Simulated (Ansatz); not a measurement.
Something may be wrong with this Ansatz 0.2.0 calculation of W.

input.yaml

```yaml
crystal:
  lattice:
    - [-2.99019865, 2.99019865, 2.99019865]
    - [2.99019865, -2.99019865, 2.99019865]
    - [2.99019865, 2.99019865, -2.99019865]
  atoms:
    - { symbol: W, position_ang: [0.0, 0.0, 0.0] }
hamiltonian:
  xc: hse06
  pseudopotentials: { kind: nc, accuracy: standard, azcp: { W: W_ONCV_PBE-1.2.nc.azcp } }
kpoints:
  mp_grid: { grid: [8, 8, 8] }
scf:
  occupations: { method: fermi_dirac, width: 0.1 }
  max_iter: 75
output:
  forces: true
  stress: true
  eigenvalues: true
```

Potentials or basis: SG15 NC.

Launch:

```sh
$ ansatz run input.yaml --threads 1 --pin off --max-ram 2560MiB --backend cpu --events-out ev --progress --plain --runs-dir out
```

Output:

```text
Warning: the W local potential departs from the Coulomb form −Z_val·e²/r beyond the output range its generator declares (r ≥ rlmax = 3.175 Å), by 2.9e-5 eV at r = 3.175 Å, where the relative departure is largest — the generator's own output ends at rlmax, and the psp8 form of the pseudopotential continues from there as the Coulomb form; what this file tabulates from there on, on a mesh lengthened to hold the pseudo-orbitals, enters the local form factor V_loc(G) up to the radial-integration cap, and the pseudo-atom of a solved shell of output.atomic_orbital_hamiltonian to the mesh's end or that pseudo-atom's wall. Between rlmax and the cap it acts on every electron at that distance from such an atom, its neighbours' electrons among them, so that a total energy or an equilibrium volume can move by far more than the departure's size suggests. Whether the tabulated tail or the Coulomb form is right for a file, this check does not tell: see pseudopotentials/README.md, § Coulomb-tail rule
Warning: output.stress: scf.convergence.dr2_threshold = 1e-7 eV (the SCF's general default) is looser than the 1e-10 eV advised for a printed stress (1e-10 eV for each atom of the cell: 1). What an SCF threshold leaves in a stress goes as its square root, and in the free energy as the threshold itself, and one threshold admits the most on a small cell: of the crystals measured, under no hybrid functional and no lock of the moments, on runs that ended without the residual-converged pass, on stresses that held no estimate of that error, the worst erred by over 100 MPa in a component at 1e-7 eV an atom and by under 5 at 1e-10. Set scf.convergence.dr2_threshold to 1e-10 eV or tighter. The threshold is an SCF's pass mark: one that does not reach it within its budget of iterations ends unconverged, or closes short of it on a stop that the run arms, and scf.convergence.dr2_threshold's page says what that costs each kind of run
[... 32 lines left out ...]
SCF iter   9: F=-7390.590722 eV  HF=-7390.590722 eV  |F-HF|=2.04e-10  |Δ(HF+E_count)|=   1.24e-9  Δρ=6.84e-7  dr2=2.59e-10  ethr=9.62e-12  ⟨swp⟩=3.1  Hψ=1505  notcnv=0
SCF 1 converged in 9 iterations: F = -7390.590722 eV  dr2 = 2.59e-10
Warning: <dir>
```

Q: What happened, and what is wrong with the input?

A: The calculation hadn't finished when its time ran out. The input holds a flaw that was put in on purpose: a lattice typed in bohr.
